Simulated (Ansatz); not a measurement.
**CaSe under changes of volume**

One of the cells (25.829 Å³/atom); the others are scaled copies at fixed shape and fractional positions:

```
Se Ca
1.0
     0.00000    2.95600    2.95600
     2.95600    0.00000    2.95600
     2.95600    2.95600    0.00000
Se Ca
1 1
Direct
  0.50000 0.50000 0.50000
  0.00000 0.00000 0.00000
```

```yaml
Program: Ansatz 0.2.0
Functional: LDA
Potentials_or_basis: Ansatz PAW
Cutoff: "420 eV (not typed: the program's choice for these potentials)"
k_mesh: 8 × 8 × 8
Occupations: fermi-dirac, width 0.05 eV
Spin: no spin polarisation
```

```csv
volume (Å³/atom),energy over the lowest point (meV/atom),pressure (GPa),gap on the mesh (eV)
24.280,0.00,0.0,1.72
24.796,1.92,-1.2,1.77
25.313,7.36,-2.2,1.83
25.829,15.96,-3.1,1.88
26.346,27.39,-4.0,1.92
26.863,?,?,?
27.379,57.60,-5.4,2.00
```

Task: What does the run at 26.863 Å³/atom give?

Result: Energy over the lowest point 41.36 meV/atom; pressure -4.7 GPa; gap on the mesh 1.96 eV.

Worked out: A Birch-Murnaghan fit of order 3 (a polynomial in V^(-2/3)) to the other rows has its minimum at 24.28 Å³/atom, just outside them, with B0 = V·E''(V) = 57 GPa and B' = 4.2. It gives 41.37 meV/atom at 26.863 Å³/atom, against the run's 41.36, and -dE/dV = -4.7 GPa, against -4.7. A straight line through the other rows of the gap, of slope 2.35 eV per unit of ln V, gives 1.96 eV, against the run's 1.96.

Energies are extrapolated to zero smearing.

Caveats: the PAW data sets come from PBE, with cores solved anew for the run's functional, which leaves a small shift of forces and pressure.

A mesh can miss the band edges. Spin-orbit coupling on Se is left out.
